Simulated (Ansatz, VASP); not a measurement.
## TiAl: VASP beside Ansatz

```
Ti Al
1.0
     2.84753    0.00000    0.00000
    -1.42377    2.46604    0.00000
     0.00000    0.00000    4.61925
Ti Al
1 1
Cartesian
  0.0000 0.0000 0.0000
  0.0000 1.6440 2.3096
```

Alike in both runs: task single point; functional PBEsol; k mesh 18 × 18 × 10; occupations gaussian, width 0.1 eV; no spin polarisation.

|  | VASP | Ansatz |
| --- | --- | --- |
| version | VASP 6.6.1 | Ansatz 0.2.0 |
| potentials or method | VASP PAW PBE potentials, release 64 (Ti_sv, Al) | scalar-relativistic, plane waves, PAW |
| plane-wave cutoff (eV) | 520 | 600 |
| valence electrons in the cell | 15 | 15 |

|  | VASP | Ansatz | Ansatz less VASP |
| --- | --- | --- | --- |
| gap on the k mesh at the Fermi level (eV) | none | none | - |
| pressure (GPa) | 0.1 | 0.0 | -0.09 |
| largest component of the traceless stress (GPa) | 0.08 | 0.01 | -0.068 |

A gap of «none» marks a metal or a gap that the smearing closes. Ansatz warned: «pseudo_functional_mismatch».

Caveats: the PAW data sets were made with another functional, which shifts forces and pressure a little (VASP).
